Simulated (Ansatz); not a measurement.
# Ga2O3: the cost of one run

Program: Ansatz 0.2.0. PAW datasets, plane waves. Spin-unpolarised throughout; all numbers are computed.

The COD cell was measured well above room temperature, so it is larger than a cold one.

**1. The structure to begin with**

The cell was relaxed beforehand with r2SCAN.

Space group R-3c (No. 167), trigonal; conventional cell a = 4.985 Å, c = 13.442 Å, 9.64 Å³ an atom. Ga has 6 O at 1.93–2.07 Å; O has 4 Ga at 1.93–2.07 Å.

The structure in full:

```
Ga O
1.0
     2.49226    1.43891    4.48064
    -2.49226    1.43891    4.48064
     0.00000   -2.87782    4.48064
Ga O
4 6
Direct
  0.35543 0.35543 0.35543
  0.14457 0.14457 0.14457
  0.64457 0.64457 0.64457
  0.85543 0.85543 0.85543
  0.55363 0.94637 0.25000
  0.25000 0.55363 0.94637
  0.94637 0.25000 0.55363
  0.44637 0.05363 0.75000
  0.75000 0.44637 0.05363
  0.05363 0.75000 0.44637
```

**2. PBE band path**

Input file input.yaml:

```yaml
crystal:
  lattice:
    - [2.4922622641, 1.438908289, 4.4806364994]
    - [-2.4922622641, 1.438908289, 4.4806364994]
    - [0.0, -2.8778165781, 4.4806364994]
  atoms:
    - { symbol: Ga, position: [0.3554263352, 0.3554263352, 0.3554263352] }
    - { symbol: Ga, position: [0.1445736648, 0.1445736648, 0.1445736648] }
    - { symbol: Ga, position: [0.6445736648, 0.6445736648, 0.6445736648] }
    - { symbol: Ga, position: [0.8554263352, 0.8554263352, 0.8554263352] }
    - { symbol: O, position: [0.5536335029, 0.9463664971, 0.25] }
    - { symbol: O, position: [0.25, 0.5536335029, 0.9463664971] }
    - { symbol: O, position: [0.9463664971, 0.25, 0.5536335029] }
    - { symbol: O, position: [0.4463664971, 0.0536335029, 0.75] }
    - { symbol: O, position: [0.75, 0.4463664971, 0.0536335029] }
    - { symbol: O, position: [0.0536335029, 0.75, 0.4463664971] }
kpoints:
  mp_grid: { grid: [6, 6, 6] }
  band_path:
    path:
      - [[0.0, 0.0, 0.0], [0.5, 0.5, 0.5], [0.7645797171917, 0.2354202828083, 0.5]]
      - [[0.5, -0.2354202828083, 0.2354202828083], [0.5, 6.604642823795e-17, -7.531155760488e-17], [0.0, 0.0, 0.0], [0.3677101414042, -0.3677101414042, 8.767294783751e-19]]
      - [[0.6322898585958, 6.141386355448e-17, 0.3677101414042], [0.5, -9.265129366929e-18, 0.5], [0.0, 0.0, 0.0]]
    npoints: 10
hamiltonian:
  xc: pbe
scf:
  occupations: { method: fermi_dirac, width: 0.02 }
  n_extra_bands: 6
output:
  forces: true
  stress: true
  eigenvalues: true
```

Command:

```
$ ansatz run input.yaml --threads 4 --pin off --max-ram 9216MiB --backend cpu --events-out ev --progress --plain --runs-dir out
```

What time and memory should one allow on 4 threads of Arm Neoverse V2, shared host?

About 4 s, with a peak of 0.49 GiB.
